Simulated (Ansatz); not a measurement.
**Is this LiCl structure stable?**

It was reached by relaxing an invented guess, and it needn't be the stable form of this composition.

All numbers below come from DFT PBE, scalar-relativistic, plane waves, PAW (Ansatz 0.2.0). The final run on the 12-atom cell used 420 eV, a Γ-centred 4×4×4 mesh, 0.02 eV smearing and no spin polarisation.

```
CELL_PARAMETERS angstrom
6.78227 0.00000 0.00000
0.00000 6.78227 0.00000
0.00000 0.00000 6.78227
ATOMIC_POSITIONS crystal
Li 0.75000 0.50000 0.00000
Li 0.50000 0.00000 0.75000
Li 0.00000 0.75000 0.50000
Li 0.00000 0.25000 0.50000
Li 0.25000 0.50000 0.00000
Li 0.50000 0.00000 0.25000
Cl 0.50000 0.75000 0.00000
Cl 0.75000 0.00000 0.50000
Cl 0.00000 0.50000 0.75000
Cl 0.25000 0.00000 0.50000
Cl 0.00000 0.50000 0.25000
Cl 0.50000 0.25000 0.00000
```

The zero of energy is the elements' standard structures at the same level (Cl₂ as a molecule); no fitted shifts are applied.

Question: These tests were run: energy against the elements; phonons at Γ. What do they show?

Answer:

```csv
test,result
energy against the elements,−1.846 eV/atom
phonons at Γ,lowest optical mode 71 cm⁻¹
```

It fails none of these tests. Whether a mixture of other phases lies lower isn't tested here. Phonons away from Γ weren't computed.

The run for the phonons used a 4×4×4 k mesh.
